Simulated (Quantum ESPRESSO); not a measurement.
Runs of Quantum ESPRESSO 7.5 on Al. The structure is cubic, space group Fm-3m (No. 225). The conventional cell has a = 4.050 Å, b = 4.050 Å, c = 4.050 Å, α = 90.00°, β = 90.00°, γ = 90.00°. Al (site symmetry m-3m) has 12 Al at 2.86 Å as nearest neighbours. 

| task | level | potentials or basis | cell | cutoff (eV) | ASE optimiser | gap on the mesh (eV) | pressure (GPa) | relaxed volume (Å³/atom) |
| --- | --- | --- | --- | --- | --- | --- | --- | --- |
| band structure | PBE | PseudoDojo 0.4 SR PBE stringent | as given | 544 | - | none | -0.7 | - |
| band structure | PBE | PseudoDojo 0.5 SR PBE stringent | as given | 544 | - | none | -0.7 | - |
| relaxation of cell and atoms | PBEsol | PseudoDojo 0.4.1 SR PBE standard | relaxed | 544 | BFGS | none | 0.0 | 16.29 |
| band structure | PBE | SSSP 1.3 efficiency PBE | as given | 748 | - | none | (b) | - |
| relaxation of cell and atoms | PBEsol+D3 | PseudoDojo 0.4.1 SR PBE standard | relaxed | 544 | LBFGS | none | 0.1 | 16.03 |
| relaxation of cell and atoms | PBEsol+D3(BJ) | PseudoDojo 0.4.1 SR PBE standard | relaxed | 544 | BFGS | none | 0.2 | 15.71 |
| band structure | PBE | JTH 2.0 PBE | as given | 490 | - | none | -0.6 | - |
| band structure | PBE | GBRV 1.5 PBE | as given | 612 | - | none | (a) | - |

Alike in all rows: no spin polarisation; k mesh 11 × 11 × 11; smearing fermi-dirac 0.05 eV.

**Question.** Estimate the missing entries.

**Answer.** (a) -0.4; (b) -0.5.

Caveats: the potentials were made for another functional, which shifts forces and pressure (some runs); some levels on the path didn't converge (some runs); pairwise dispersion overbinds metals, which lowers pressure and volume (some runs); the cutoff is low for these files, which shifts pressure and relaxed volume (some runs).

A gap of «none» marks a metal or a gap under the smearing width.
